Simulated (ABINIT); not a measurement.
HfN:

```
Hf N
1.0
     0.00000    2.25600    2.25600
     2.25600    0.00000    2.25600
     2.25600    2.25600    0.00000
Hf N
1 1
Direct
  0.00000 0.00000 0.00000
  0.50000 0.50000 0.50000
```

Program: ABINIT 10.8.3 (patched build). Alike in all runs: cell as given; smearing fermi-dirac 0.05 eV. Hardware: 1 thread of Arm Neoverse V1 (shared host).

Q: Order these runs on this cell by their wall time, lowest first.
A. task single point; level LDA; potentials or basis JTH PAW LDA v2.0; spin off; k mesh 6 × 6 × 6; cutoff (eV) 680; fine-grid cutoff 1278.94 eV; mesh quality coarse
B. task single point; level r2SCAN; potentials or basis JTH PAW PBE v2.0; spin off; k mesh 4 × 4 × 4; cutoff (eV) 844; fine-grid cutoff 1442.2 eV; mesh quality coarse
C. task band structure; level SOGGA; potentials or basis JTH PAW PBE v2.0; spin SOC, no magnetisation; k mesh 10 × 10 × 10; cutoff (eV) 707; fine-grid cutoff 1306.15 eV; mesh quality not flagged
D. task band structure; level HCTH407; potentials or basis JTH PAW PBE v2.0; spin off; k mesh 10 × 10 × 10; cutoff (eV) 707; fine-grid cutoff 1306.15 eV; mesh quality not flagged

A: A (8.5 s), B (32 s), D (67 s), C (340 s).

Caveats: some runs use coarse meshes.
